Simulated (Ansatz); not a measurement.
# Rhodium, diamond under RPBE: ground state and equation of state

The plan for rhodium in the diamond structure: relax it, solve it on a dense k-mesh, then scale the cell to 7 volumes from 88 to 112 % of the relaxed one and try a fit of the equation of state. Spin polarisation is left out. The k-meshes are 10×10×10 for the relaxation; 16×16×16 for the dense run; 11×11×11 for the volumes.

This is Rh in the diamond structure; at room conditions it is fcc.

Method: DFT RPBE, plane waves (420 eV) with PAW, scalar-relativistic; PAW files made under PBE, frozen cores solved again for the functional, in Ansatz 0.2.0.

## (1) The starting structure

The structure is cubic, space group Fd-3m (No. 227). Conventional cell: a = 5.296 Å, b = 5.296 Å, c = 5.296 Å, α = 90.00°, β = 90.00°, γ = 90.00°. Around Rh (site symmetry -43m) lie 4 Rh at 2.29 Å.

As a file:

```xyz
2
Lattice="0.0000 2.6479 2.6479 2.6479 0.0000 2.6479 2.6479 2.6479 0.0000" Properties=species:S:1:pos:R:3 pbc="T T T"
Rh    0.6620    0.6620    0.6620
Rh    4.6338    4.6338    4.6338
```

## (2) Geometry optimisation

input.yaml reads:

```yaml
crystal:
  lattice:
    - [0.0, 2.647863974, 2.647863974]
    - [2.647863974, 0.0, 2.647863974]
    - [2.647863974, 2.647863974, 0.0]
  atoms:
    - { symbol: Rh, position: [0.125, 0.125, 0.125] }
    - { symbol: Rh, position: [0.875, 0.875, 0.875] }
hamiltonian:
  xc: rpbe
  pseudopotentials:
    kind: paw
    azcp:
      Rh: "pseudopotentials/Rh.paw.azcp"
basis:
  ecutwfc: 420
  fft_grid_basis: typed
kpoints:
  mp_grid: { grid: [10, 10, 10], shift: [0, 0, 0] }
magnetization:
  spin_polarized: false
scf:
  occupations: { method: fermi_dirac, width: 0.1 }
relax:
  max_steps: 60
  f_tol: 0.01
  cell: {}
```

Output:

```text
Warning: RAYON_NUM_THREADS=2 ignored (pool sized by the plan → 2); use --threads N
Engine: ansatz 0.2.0, aarch64-unknown-linux-gnu
Pseudopotentials: kind: paw
Pseudopotential: Rh, paw, valence charge 17, recommended cutoff 420 eV (normal), <dir>
Functional definition: RPBE
  parameter kappa = 0.804
  parameter beta = 0.06672455060314922
  exchange = rpbe_x(kappa = kappa, mu = beta*pi^2/3)
  correlation = pbe_c(beta = beta)
Crystal: 2 atoms, lattice volume = 37.129 Å³
Basis set: ecut = 420 eV, 725 PW (Γ), exchange–correlation on 54×54×54 points (8 copies of the dense FFT grid, shifted against one another)
Bands: 21, of which v1, the nominal top of the filled ones, is band 17 counted from 1 (16 counted from 0)
Symmetry: 48 space group operations
Space group: Fd-3m (ITA 227), of the structure as read, at distance tolerance 3.3e-5 Å
k-points: 47 of 1000
Non-local potential: Rh, projectors of the file, l = 0: 3, l = 1: 2, l = 2: 2, l = 3: 1
PAW form: soft (Blöchl's): semilocal exchange-correlation on the pseudo side does not see the compensation charge
PAW frozen core: Rh, regenerated for the run's functional, and the local potential with it (the file was generated under x = pbe(κ = 0.804, μ = 0.2195149727645171), c = pbe(β = 0.06672455060314922))
PAW one-centre angular grid: Rh, 590 points (default); XC on 64 Gauss nodes
Initial density: superposition of atomic densities (neutral atoms: chi_scale 0, normalization atom), corrected by the library's trained network
Initial wavefunctions: pseudopotential atomic-orbital guess
Functional: x = rpbe, c = pbe(β = 0.06672455060314922)
SCF iter   1: F=—  HF=-12818.355857 eV  |F-HF|=—  |Δ(HF+E_count)|=         —  Δρ=1.22e-2  dr2=5.00e-2  ethr=1.77e-3  ⟨swp⟩=5.7  Hψ=4330  notcnv=0
preconditioner: auto → Kerker (q_TF=auto, 2.689 Å⁻¹)  [metal: Δε(μ)=0.006 eV  Ē_g=6.691 eV  σ=0.100 eV  W_gap=0.01  n_scr=14 (ndim 8)  ℏωp=25.9 eV  f_vac=0.008  D(μ)=2.83/eV (n_scr^D=26)]
SCF iter   2: F=—  HF=-12818.350413 eV  |F-HF|=—  |Δ(HF+E_count)|=   5.44e-3  Δρ=5.40e-3  dr2=9.76e-3  ethr=1.47e-4  ⟨swp⟩=1.1  Hψ=1391  notcnv=0
SCF iter   3: F=—  HF=-12818.349633 eV  |F-HF|=—  |Δ(HF+E_count)|=   7.81e-4  Δρ=1.10e-3  dr2=2.55e-4  ethr=2.87e-5  ⟨swp⟩=2.0  Hψ=1385  notcnv=0
SCF iter   4: F=—  HF=-12818.349783 eV  |F-HF|=—  |Δ(HF+E_count)|=   1.50e-4  Δρ=1.46e-4  dr2=9.18e-6  ethr=7.51e-7  ⟨swp⟩=2.1  Hψ=1432  notcnv=0
SCF iter   5: F=—  HF=-12818.349792 eV  |F-HF|=—  |Δ(HF+E_count)|=   9.48e-6  Δρ=5.32e-5  dr2=1.20e-6  ethr=2.70e-8  ⟨swp⟩=2.1  Hψ=1717  notcnv=0
SCF iter   6: F=-12818.349792 eV  HF=-12818.349792 eV  |F-HF|=6.63e-8  |Δ(HF+E_count)|=   4.59e-8  Δρ=1.47e-5  dr2=6.83e-8  ethr=2.94e-10  ⟨swp⟩=3.1  Hψ=4196  notcnv=0
SCF 1 converged in 6 iterations: F = -12818.349792 eV  dr2 = 6.83e-8
relax step   1: F+E_penalty+E_count = -12818.34979249 eV  Δ(F+E_penalty+E_count) = +0.000e0 eV  max|allowed force component| = 2.313e-18 eV/Å  Δτ_max = 0.0000 Å  P = +24.673 GPa  Ω = 37.129 Å³  (6 SCF iters, dr2 threshold 1.00e-7 eV, accepted)
Crystal: 2 atoms, lattice volume = 42.829 Å³
Basis set: ecut = 420 eV, 869 PW (Γ), exchange–correlation on 54×54×54 points (8 copies of the dense FFT grid, shifted against one another)
Initial density: handed on by an earlier stage of this run
Initial wavefunctions: those handed on with the density
iter 1 solved again at ethr=1.16e-4 eV; its pass at ethr=3.10e-3 eV (dr2=3.96e-2 eV) is discarded
SCF iter   1: F=—  HF=-12818.742286 eV  |F-HF|=—  |Δ(HF+E_count)|=         —  Δρ=9.98e-3  dr2=4.27e-2  ethr=1.16e-4  ⟨swp⟩=1.0  Hψ=5341  notcnv=0
preconditioner: auto → LDOS  [metal: Δε(μ)=0.018 eV  Ē_g=5.787 eV  σ=0.100 eV  W_gap=0.04  n_scr=14 (ndim 8)  ℏωp=24.1 eV  f_vac=0.021  D(μ)=3.49/eV (n_scr^D=50)  β→1.0]
SCF iter   2: F=—  HF=-12818.738359 eV  |F-HF|=—  |Δ(HF+E_count)|=   3.93e-3  Δρ=5.60e-3  dr2=9.16e-3  ethr=1.16e-4  ⟨swp⟩=2.2  Hψ=1677  notcnv=0
SCF iter   3: F=—  HF=-12818.737520 eV  |F-HF|=—  |Δ(HF+E_count)|=   8.39e-4  Δρ=1.61e-3  dr2=1.24e-3  ethr=2.69e-5  ⟨swp⟩=2.0  Hψ=1676  notcnv=0
SCF iter   4: F=—  HF=-12818.737316 eV  |F-HF|=—  |Δ(HF+E_count)|=   2.04e-4  Δρ=4.06e-4  dr2=9.07e-5  ethr=3.64e-6  ⟨swp⟩=2.5  Hψ=1495  notcnv=0
SCF iter   5: F=—  HF=-12818.737300 eV  |F-HF|=—  |Δ(HF+E_count)|=   1.59e-5  Δρ=5.18e-5  dr2=1.36e-6  ethr=2.67e-7  ⟨swp⟩=2.0  Hψ=1402  notcnv=0
SCF iter   6: F=-12818.737300 eV  HF=-12818.737300 eV  |F-HF|=1.88e-9  |Δ(HF+E_count)|=   5.10e-9  Δρ=2.88e-6  dr2=3.70e-9  ethr=5.88e-10  ⟨swp⟩=4.5  Hψ=3413  notcnv=0
SCF 2 converged in 6 iterations: F = -12818.737300 eV  dr2 = 3.70e-9
relax step   2: F+E_penalty+E_count = -12818.73730008 eV  Δ(F+E_penalty+E_count) = -3.875e-1 eV  max|allowed force component| = 1.503e-17 eV/Å  Δτ_max = 0.0000 Å  P = +0.507 GPa  Ω = 42.829 Å³  energy of the carried Pulay correction = -3.846e-3 eV  (6 SCF iters, dr2 threshold 2.00e-7 eV, accepted)
Crystal: 2 atoms, lattice volume = 42.967 Å³
iter 1 solved again at ethr=4.29e-8 eV; its pass at ethr=3.10e-3 eV (dr2=1.46e-5 eV) is discarded
SCF iter   1: F=—  HF=-12818.737493 eV  |F-HF|=—  |Δ(HF+E_count)|=         —  Δρ=2.51e-4  dr2=2.74e-5  ethr=4.29e-8  ⟨swp⟩=2.0  Hψ=4970  notcnv=0
preconditioner: auto → LDOS  [metal: Δε(μ)=0.013 eV  Ē_g=5.739 eV  σ=0.100 eV  W_gap=0.03  n_scr=14 (ndim 8)  ℏωp=24.0 eV  f_vac=0.021  D(μ)=3.48/eV (n_scr^D=50)  β→1.0]
SCF iter   2: F=—  HF=-12818.737487 eV  |F-HF|=—  |Δ(HF+E_count)|=   6.47e-6  Δρ=1.54e-4  dr2=7.09e-6  ethr=4.29e-8  ⟨swp⟩=2.0  Hψ=1754  notcnv=0
SCF iter   3: F=—  HF=-12818.737486 eV  |F-HF|=—  |Δ(HF+E_count)|=   9.25e-7  Δρ=3.40e-5  dr2=5.84e-7  ethr=2.08e-8  ⟨swp⟩=2.3  Hψ=1717  notcnv=0
SCF iter   4: F=-12818.737486 eV  HF=-12818.737486 eV  |F-HF|=1.45e-8  |Δ(HF+E_count)|=   7.94e-8  Δρ=7.11e-6  dr2=3.00e-8  ethr=5.88e-10  ⟨swp⟩=4.0  Hψ=3253  notcnv=0
SCF 3 converged in 4 iterations: F = -12818.737486 eV  dr2 = 3.00e-8
relax step   3: F+E_penalty+E_count = -12818.73748562 eV  Δ(F+E_penalty+E_count) = -1.855e-4 eV  max|allowed force component| = 1.359e-17 eV/Å  Δτ_max = 0.0000 Å  P = +0.125 GPa  Ω = 42.967 Å³  energy of the carried Pulay correction = -3.933e-3 eV  (4 SCF iters, dr2 threshold 2.00e-7 eV, accepted)
Crystal: 2 atoms, lattice volume = 43.012 Å³
iter 1 solved again at ethr=5.94e-9 eV; its pass at ethr=3.10e-3 eV (dr2=2.02e-6 eV) is discarded
SCF iter   1: F=—  HF=-12818.737479 eV  |F-HF|=—  |Δ(HF+E_count)|=         —  Δρ=8.80e-5  dr2=3.51e-6  ethr=5.94e-9  ⟨swp⟩=2.0  Hψ=4968  notcnv=0
preconditioner: auto → LDOS  [metal: Δε(μ)=0.013 eV  Ē_g=5.733 eV  σ=0.100 eV  W_gap=0.03  n_scr=14 (ndim 8)  ℏωp=24.0 eV  f_vac=0.022  D(μ)=3.48/eV (n_scr^D=50)  β→1.0]
SCF iter   2: F=—  HF=-12818.737475 eV  |F-HF|=—  |Δ(HF+E_count)|=   3.64e-6  Δρ=5.45e-5  dr2=8.82e-7  ethr=5.94e-9  ⟨swp⟩=2.0  Hψ=1725  notcnv=0
SCF iter   3: F=—  HF=-12818.737475 eV  |F-HF|=—  |Δ(HF+E_count)|=   1.06e-7  Δρ=1.25e-5  dr2=8.04e-8  ethr=2.60e-9  ⟨swp⟩=2.2  Hψ=1708  notcnv=0
SCF iter   4: F=-12818.737475 eV  HF=-12818.737475 eV  |F-HF|=2.07e-9  |Δ(HF+E_count)|=   1.01e-8  Δρ=2.66e-6  dr2=4.28e-9  ethr=1.15e-10  ⟨swp⟩=4.0  Hψ=3213  notcnv=0
SCF 4 converged in 4 iterations: F = -12818.737475 eV  dr2 = 4.28e-9
relax step   4: F+E_penalty+E_count = -12818.73747511 eV  Δ(F+E_penalty+E_count) = +1.051e-5 eV  max|allowed force component| = 1.012e-17 eV/Å  Δτ_max = 0.0000 Å  P = +0.001 GPa  Ω = 43.012 Å³  energy of the carried Pulay correction = -3.961e-3 eV  (4 SCF iters, dr2 threshold 3.91e-8 eV, accepted)
Initial wavefunctions: pseudopotential atomic-orbital guess (no wavefunctions were taken with the density)
iter 1 solved again at ethr=6.28e-7 eV; its pass at ethr=3.10e-3 eV (dr2=2.13e-4 eV) is discarded
SCF iter   1: F=—  HF=-12818.725463 eV  |F-HF|=—  |Δ(HF+E_count)|=         —  Δρ=1.63e-3  dr2=8.21e-5  ethr=6.28e-7  ⟨swp⟩=3.0  Hψ=6610  notcnv=0
preconditioner: auto → LDOS  [metal: Δε(μ)=0.012 eV  Ē_g=5.734 eV  σ=0.100 eV  W_gap=0.03  n_scr=14 (ndim 8)  ℏωp=24.0 eV  f_vac=0.022  D(μ)=3.48/eV (n_scr^D=50)  β→1.0]
SCF iter   2: F=—  HF=-12818.741491 eV  |F-HF|=—  |Δ(HF+E_count)|=   1.60e-2  Δρ=3.11e-4  dr2=5.89e-5  ethr=2.41e-7  ⟨swp⟩=2.0  Hψ=1455  notcnv=0
SCF iter   3: F=—  HF=-12818.741430 eV  |F-HF|=—  |Δ(HF+E_count)|=   6.13e-5  Δρ=1.20e-4  dr2=5.21e-6  ethr=1.73e-7  ⟨swp⟩=2.1  Hψ=1345  notcnv=0
SCF iter   4: F=—  HF=-12818.741477 eV  |F-HF|=—  |Δ(HF+E_count)|=   4.73e-5  Δρ=5.39e-5  dr2=1.78e-6  ethr=1.53e-8  ⟨swp⟩=1.7  Hψ=1109  notcnv=0
SCF iter   5: F=—  HF=-12818.741480 eV  |F-HF|=—  |Δ(HF+E_count)|=   2.96e-6  Δρ=4.73e-6  dr2=5.94e-9  ethr=5.25e-9  ⟨swp⟩=2.0  Hψ=1420  notcnv=0
SCF iter   6: F=—  HF=-12818.741480 eV  |F-HF|=—  |Δ(HF+E_count)|=   1.03e-8  Δρ=1.21e-6  dr2=1.09e-9  ethr=1.75e-11  ⟨swp⟩=2.5  Hψ=1898  notcnv=0
SCF iter   7: F=—  HF=-12818.741480 eV  |F-HF|=—  |Δ(HF+E_count)|=  2.73e-11  Δρ=2.35e-7  dr2=4.29e-11  ethr=3.21e-12  ⟨swp⟩=2.0  Hψ=1387  notcnv=0
SCF iter   8: F=-12818.741480 eV  HF=-12818.741480 eV  |F-HF|=3.64e-12  |Δ(HF+E_count)|=  9.09e-12  Δρ=8.47e-9  dr2=5.35e-14  ethr=1.00e-12  ⟨swp⟩=5.3  Hψ=4188  notcnv=0
SCF 5 converged in 8 iterations: F = -12818.741480 eV  dr2 = 5.35e-14
relax step   5: F+E_penalty+E_count = -12818.74147988 eV  Δ(F+E_penalty+E_count) = -4.005e-3 eV  max|allowed force component| = 1.590e-17 eV/Å  Δτ_max = 0.0000 Å  P = +0.052 GPa  Ω = 43.012 Å³  stress off target by 5.24e-2 GPa  SCF on the basis re-selected at this cell (its energy is not comparable with the rows above)  (8 SCF iters)
basis re-selected at this cell: Δ(F+E_penalty+E_count) = -4.005e-3 eV, ΔP = +0.051 GPa vs the last step (what re-selecting the basis moved, of the pressure what is left beyond the Pulay correction that the steps carried, after the strain that the cell walked since its last selection, with what the two solves' SCF thresholds leave and, on support functions, any second-order correction that the steps lacked; it is no measure of the basis error at this ecutwfc). This SCF's stress stands 5.24e-2 GPa from its target on what of the cell is left free (relax.cell.stress_tol is 5.00e-2 GPa) and its largest allowed force component is 1.59e-17 eV/Å (relax.f_tol is 1.00e-2 eV/Å): not within both, so this SCF does not close the relaxation
Crystal: 2 atoms, lattice volume = 43.031 Å³
iter 1 solved again at ethr=8.24e-10 eV; its pass at ethr=3.10e-3 eV (dr2=2.80e-7 eV) is discarded
SCF iter   1: F=—  HF=-12818.741476 eV  |F-HF|=—  |Δ(HF+E_count)|=         —  Δρ=3.48e-5  dr2=5.31e-7  ethr=8.24e-10  ⟨swp⟩=2.0  Hψ=4990  notcnv=0
preconditioner: auto → LDOS  [metal: Δε(μ)=0.013 eV  Ē_g=5.729 eV  σ=0.100 eV  W_gap=0.03  n_scr=14 (ndim 8)  ℏωp=24.0 eV  f_vac=0.024  D(μ)=3.48/eV (n_scr^D=50)  β→1.0]
SCF iter   2: F=—  HF=-12818.741472 eV  |F-HF|=—  |Δ(HF+E_count)|=   3.31e-6  Δρ=2.20e-5  dr2=1.47e-7  ethr=8.24e-10  ⟨swp⟩=2.0  Hψ=1788  notcnv=0
SCF iter   3: F=—  HF=-12818.741472 eV  |F-HF|=—  |Δ(HF+E_count)|=   2.05e-8  Δρ=4.57e-6  dr2=1.06e-8  ethr=4.31e-10  ⟨swp⟩=2.3  Hψ=1708  notcnv=0
SCF iter   4: F=-12818.741472 eV  HF=-12818.741472 eV  |F-HF|=2.18e-10  |Δ(HF+E_count)|=   1.36e-9  Δρ=9.07e-7  dr2=4.88e-10  ethr=2.02e-11  ⟨swp⟩=4.0  Hψ=3189  notcnv=0
SCF 6 converged in 4 iterations: F = -12818.741472 eV  dr2 = 4.88e-10
relax step   6: F+E_penalty+E_count = -12818.74147229 eV  Δ(F+E_penalty+E_count) = +7.589e-6 eV  max|allowed force component| = 1.850e-17 eV/Å  Δτ_max = 0.0000 Å  P = +0.001 GPa  Ω = 43.031 Å³  energy of the carried Pulay correction = -1.080e-5 eV  (4 SCF iters, dr2 threshold 6.86e-9 eV, accepted)
iter 1 solved again at ethr=3.02e-7 eV; its pass at ethr=3.10e-3 eV (dr2=1.03e-4 eV) is discarded
SCF iter   1: F=—  HF=-12818.741476 eV  |F-HF|=—  |Δ(HF+E_count)|=         —  Δρ=8.46e-7  dr2=1.21e-10  ethr=3.02e-7  ⟨swp⟩=3.0  Hψ=6628  notcnv=0
eigensolver tolerance schedule: the retry pair's looser diagonalisation over-reported the residual by 849936.75 of it (diagonalisation noise at an unbounded share of the residual, at the tolerance the schedule requests for it); recorded, not acted on — ethr = c·dr2/N_el stays at c = 1.0e-1
SCF iter   2: F=—  HF=-12818.741472 eV  |F-HF|=—  |Δ(HF+E_count)|=   3.40e-6  Δρ=1.16e-6  dr2=6.13e-10  ethr=1.00e-12  ⟨swp⟩=3.5  Hψ=2825  notcnv=0
SCF iter   3: F=—  HF=-12818.741472 eV  |F-HF|=—  |Δ(HF+E_count)|=  9.64e-11  Δρ=6.35e-7  dr2=2.06e-10  ethr=1.00e-12  ⟨swp⟩=1.0  Hψ=988  notcnv=0
SCF iter   4: F=—  HF=-12818.741472 eV  |F-HF|=—  |Δ(HF+E_count)|=  2.73e-11  Δρ=3.04e-7  dr2=4.14e-11  ethr=1.00e-12  ⟨swp⟩=1.0  Hψ=987  notcnv=0
SCF iter   5: F=—  HF=-12818.741472 eV  |F-HF|=—  |Δ(HF+E_count)|=  3.64e-12  Δρ=2.68e-7  dr2=3.06e-11  ethr=1.00e-12  ⟨swp⟩=2.1  Hψ=1403  notcnv=0
SCF iter   6: F=-12818.741472 eV  HF=-12818.741472 eV  |F-HF|=3.64e-12  |Δ(HF+E_count)|=  7.28e-12  Δρ=1.25e-7  dr2=6.75e-12  ethr=1.00e-12  ⟨swp⟩=4.0  Hψ=4179  notcnv=0
SCF 7 converged in 6 iterations: F = -12818.741472 eV  dr2 = 6.75e-12
relax step   7: F+E_penalty+E_count = -12818.74147229 eV  Δ(F+E_penalty+E_count) = -2.274e-10 eV  max|allowed force component| = 1.503e-17 eV/Å  Δτ_max = 0.0000 Å  P = +0.001 GPa  Ω = 43.031 Å³  stress off target by 1.40e-3 GPa  SCF on the basis re-selected at this cell (its energy is not comparable with the rows above)  (6 SCF iters)
basis re-selected at this cell: Δ(F+E_penalty+E_count) = -2.274e-10 eV, ΔP = +0.000 GPa vs the last step (what re-selecting the basis moved, of the pressure what is left beyond the Pulay correction that the steps carried, after the strain that the cell walked since its last selection, with what the two solves' SCF thresholds leave and, on support functions, any second-order correction that the steps lacked; it is no measure of the basis error at this ecutwfc). This SCF's stress stands 1.40e-3 GPa from its target on what of the cell is left free (relax.cell.stress_tol is 5.00e-2 GPa) and its largest allowed force component is 1.50e-17 eV/Å (relax.f_tol is 1.00e-2 eV/Å): within both
SCF converged after 6 iterations
Free energy (F): -12818.741472 eV
Harris-Foulkes:  -12818.741472 eV  (|F-HF|=3.64e-12)
Internal energy: -12818.627049 eV  (E = F + TS)
E sigma→0 (E₀):  -12818.684260 eV
Entropy (-TS):   -0.114424 eV (-57.212 meV/atom)
Fermi energy:    12.854792 eV
--- Per-component energies (eV) ---
  E_band       = -490.155877
  E_kinetic    = 1142.825381
  E_local      = -4775.752876  (includes V_loc(G=0)·N_el)
  E_nonlocal   = 712.190620
  E_hartree    = 1762.924638
  E_xc         = -440.533247
  E_vxc        = -551.663260  (∫ρ·V_xc dr)
  E_paw        = -7190.137614  (= ΣΔE_a)
  E_vpaw       = -543.607003  (= ΣTr[D̂ρ^β])
  E_aug_tail   = 0.001787  (compensation charges beyond the density's cutoff)
  E_ewald      = -4029.937516
  E_core_change = -0.208222  (= ΣΔE_core)
  E_smearing   = -0.114424  (= −TS)
  E_closure    = 0.000000  (closes the sum)
  Σ components = -12818.741472   (vs F -12818.741472, Δ=0.00e0)
--- Forces (eV/Å), atoms counted from 1 ---
  atom   1  Rh     0.00000000     0.00000000    -0.00000000
  atom   2  Rh    -0.00000000     0.00000000     0.00000000
  max |Σ_I F_I| component: 9.83e-18 eV/Å
--- Stress (GPa, compression-positive) ---
        0.001397      -0.000000      -0.000000
       -0.000000       0.001397       0.000000
       -0.000000       0.000000       0.001397
  P = ⅓ Tr σ = 0.0014 GPa (0.014 kbar)
--- Relaxed structure (5 steps of the walk, 5 accepted, 2 SCFs on fresh bases) ---
  F+E_penalty+E_count = -12818.74147229 eV   max|allowed force component| = 1.503e-17 eV/Å   (the final SCF, on the basis selected at the relaxed cell)
  cell:  # Å, volume = 43.0315 Å³
    - [-6.496599341941877e-33, 2.781326849034946, 2.781326849034946]
    - [2.781326849034946, -5.248233193882458e-33, 2.781326849034946]
    - [2.781326849034946, 2.781326849034946, -4.8660802914152876e-33]
  atoms:
    - { symbol: Rh, position: [0.12499999999999999, 0.12499999999999999, 0.12499999999999999] }
    - { symbol: Rh, position: [0.875, 0.875, 0.875] }
```

It took 6.3 s on 2 threads of Arm Neoverse V1, shared host; peak memory 0.34 GiB.

Relaxation path:

```
step  energy change (meV/atom)  largest force (eV/Å)  pressure (GPa)  volume (Å³/atom)
   1                      0.00                0.0000           24.67            18.565
   2                   -193.75                0.0000            0.51            21.414
   3                   -193.85                0.0000            0.13            21.483
   4                   -193.84                0.0000            0.00            21.506
   5                   -195.84                0.0000            0.05            21.506
   6                   -195.84                0.0000            0.00            21.516
   7                   -195.84                0.0000            0.00            21.516
```

Steps that repeat a cell are solved on a basis chosen anew, so their changes of energy are no gain of the relaxation.

The cell of the run, before and after:

|  | before | after | change |
| --- | --- | --- | --- |
| a (Å) | 3.745 | 3.933 | +5.0 % |
| b (Å) | 3.745 | 3.933 | +5.0 % |
| c (Å) | 3.745 | 3.933 | +5.0 % |
| volume (Å³/atom) | 18.565 | 21.516 | +15.9 % |
| shortest distance (Å) | 2.293 | 2.409 | +5.0 % |
| space group (spins left aside) | Fd-3m | Fd-3m | same |

## (3) The energy on a finer k-mesh

input.yaml reads:

```yaml
crystal:
  lattice:
    - [0.0, 2.781326849, 2.781326849]
    - [2.781326849, 0.0, 2.781326849]
    - [2.781326849, 2.781326849, 0.0]
  atoms:
    - { symbol: Rh, position: [0.125, 0.125, 0.125] }
    - { symbol: Rh, position: [0.875, 0.875, 0.875] }
hamiltonian:
  xc: rpbe
  pseudopotentials:
    kind: paw
    azcp:
      Rh: "pseudopotentials/Rh.paw.azcp"
basis:
  ecutwfc: 420
  fft_grid_basis: typed
kpoints:
  mp_grid: { grid: [16, 16, 16], shift: [0, 0, 0] }
magnetization:
  spin_polarized: false
scf:
  occupations: { method: fermi_dirac, width: 0.1 }
```

Output, cut to the lines that bear on the results:

```text
Warning: RAYON_NUM_THREADS=2 ignored (pool sized by the plan → 2); use --threads N
[...]
[... 3 set-up lines as earlier in the session ...]
[...]
Crystal: 2 atoms, lattice volume = 43.031 Å³
Basis set: ecut = 420 eV, 869 PW (Γ)
Bands: 21, of which v1, the nominal top of the filled ones, is band 17 counted from 1 (16 counted from 0)
[... 1 set-up line as earlier in the session ...]
Space group: Fd-3m (ITA 227), of the structure as read, at distance tolerance 3.5e-5 Å
k-points: 145 of 4096
[...]
SCF iter   1: F=—  HF=-12818.748662 eV  |F-HF|=—  |Δ(HF+E_count)|=         —  Δρ=1.18e-2  dr2=5.64e-2  ethr=1.77e-3  ⟨swp⟩=6.0  Hψ=13119  notcnv=0
[...]
SCF iter   6: F=-12818.740943 eV  HF=-12818.740943 eV  |F-HF|=1.29e-8  |Δ(HF+E_count)|=   2.09e-7  Δρ=3.69e-6  dr2=4.66e-9  ethr=2.94e-10  ⟨swp⟩=2.9  Hψ=6886  notcnv=0
[...]
SCF converged after 6 iterations
Free energy (F): -12818.740943 eV
[...]
E sigma→0 (E₀):  -12818.683335 eV
Entropy (-TS):   -0.115216 eV (-57.608 meV/atom)
Fermi energy:    12.844239 eV
[...]
```

Wall time 2.9 s (2 threads of Arm Neoverse V1, shared host); peak memory 0.36 GiB.

(Part 1 of 2 ends here.)
